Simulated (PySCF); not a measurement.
# C4H6 (Bicyclo[1.1.0]butane): the cost of one run

The runs use PySCF 2.14.0, with density-fitted response routines of our own; the level of theory stands in each step. All values are computed, except where a source is named. Atoms count from 0, in the outputs and in this text.

## Step 1: The molecule as given

10 atoms, charge 0, multiplicity 1; geometry from: GFN2-xTB. The atoms were then displaced at random by about 0.01 Å, so the start is not that level's minimum.

Bonds of the start (Å): C0–C1 1.48, C1–C2 1.49, C2–C3 1.46, C3–C0 1.52, C3–C1 1.49, C0–H4 1.11, C0–H5 1.06, C1–H6 1.07, C2–H7 1.12, C2–H8 1.08, C3–H9 1.05.

## Step 2: Optimising the geometry at PBE0-D3(BJ)/def2-SVP

What the job is given:

```
{"job": {"xc": "PBE0", "basis": "def2-SVP", "d3": "d3bj", "grid": 1, "shake": 0.01, "kind": "geom"}, "charge": 0, "multiplicity": 1}
C     -1.081760    -0.267310    -0.226080
C     -0.128750     0.307190     0.753170
C      1.063120    -0.355350     0.164470
C      0.183870     0.431780    -0.698990
H     -2.041700     0.279180    -0.373270
H     -1.194330    -1.313240    -0.336540
H     -0.226400     1.003000     1.560450
H      2.068660     0.082060     0.386300
H      1.094870    -1.428870     0.107200
H      0.312860     1.240620    -1.357770
```

Command:

```sh
> OMP_NUM_THREADS=1 python probes_run.py task.json out
```

The driver reads the jobs from task.json and runs them one after another.

**Question.** How long does this first job take on 1 thread of Arm Neoverse N1, shared host, and how much memory does it need?

About 24 s, with a peak of 0.36 GiB.
